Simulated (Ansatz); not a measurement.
# Elastic constants of AlAs (F-43m), step by step

```xyz
2
Lattice="0.0000 2.8146 2.8146 2.8146 0.0000 2.8146 2.8146 2.8146 0.0000" Properties=species:S:1:pos:R:3 pbc="T T T"
Al    0.0000    0.0000    0.0000
As    4.2219    4.2219    4.2219
```

The conventional cell has a = 5.629 Å, b = 5.629 Å, c = 5.629 Å, α = 90.00°, β = 90.00°, γ = 90.00°. Al (atom 1) is surrounded by 4 As at 2.44 Å. As (atom 2) has 4 Al at 2.44 Å as nearest neighbours.

Level of theory, where no other is named: LDA, all-electron LAPW in Ansatz 0.2.0, scalar-relativistic. k mesh 8×8×8, fixed occupations, basis error target 0.5 meV/atom. The cell was relaxed by PAW under this functional.

The cell is cubic and carries a residual pressure of -0.01 GPa at this level. Each strain component that symmetry leaves independent is applied at ±0.003, the ions relax wherever a strain frees them, and the stress (tension positive, GPa) is read. Shears are engineering strains, γ = 2ε.

```tsv
strain	size	σxx	σyy	σzz	σyz	σxz	σxy
xx	-0.003	-0.3292	-0.1631	-0.1631	0.0000	0.0000	0.0000
xx	+0.003	0.3459	0.1774	0.1774	0.0000	0.0000	0.0000
yz	-0.003	0.0093	0.0088	0.0088	-0.1613	0.0000	0.0000
yz	+0.003	0.0093	0.0088	0.0088	0.1613	0.0000	0.0000
```

A central difference gives one constant, for example C11 ≈ (0.3459 − (-0.3292))/(0.006) = 112.5 GPa; the program then imposes the crystal's symmetry on the whole matrix.

Q: What are the independent elastic constants?

A: C11 = 112.5, C12 = 56.8, C44 = 53.8 GPa.

Q: Do they meet the Born conditions?

A: C11 − C12 = 55.8, C11 + 2C12 = 226.0 and C44 = 53.8 GPa must all be positive, so the crystal is elastically stable; that says nothing yet of its phonons.

Q: What moduli does a random aggregate of grains have?

A: B = (C11 + 2C12)/3 = 75.3 GPa. G_V = (C11 − C12 + 3C44)/5 = 43.4 and G_R = 5(C11 − C12)C44/(4C44 + 3(C11 − C12)) = 39.2, so G_H = 41.3 GPa. Then E = 9BG/(3B + G) = 104.8 GPa, ν = (3B − 2G)/(6B + 2G) = 0.268 and B/G = 1.82, on the ductile side of Pugh's 1.75 (a rule of thumb, made for metals; it doesn't predict ductility here).

Q: With the density of 3.795 g/cm³, how fast does sound travel, and what Debye temperature follows?

A: 

| direction | slow (m/s) | middle (m/s) | fast (m/s) |
| --- | --- | --- | --- |
| [100] | 3764 | 3764 | 5445 |
| [110] | 2711 | 3764 | 6039 |
| [111] | 3102 | 3102 | 6225 |

The mean of v⁻³ over directions and branches gives v_m = 3642 m/s and θ_D = (ħ/k_B) v_m (6π²n)^(1/3) = 385 K, n being atoms per volume. Young's modulus spans 74 to 130 GPa over directions, and the universal anisotropy index is 0.54.

Q: How far do the constants move if PAW replaces LAPW in the same cell?

A: 

```csv
constant,LAPW (GPa),PAW (GPa),difference
C11,112.5,112.7,0.2
C12,56.8,57.0,0.2
C44,53.8,53.9,0.1
```

Limits of these numbers: constants at zero field, no piezoelectric stiffening; the frozen-core PAW files of the compared runs were fitted under PBE, their cores solved anew for this functional.
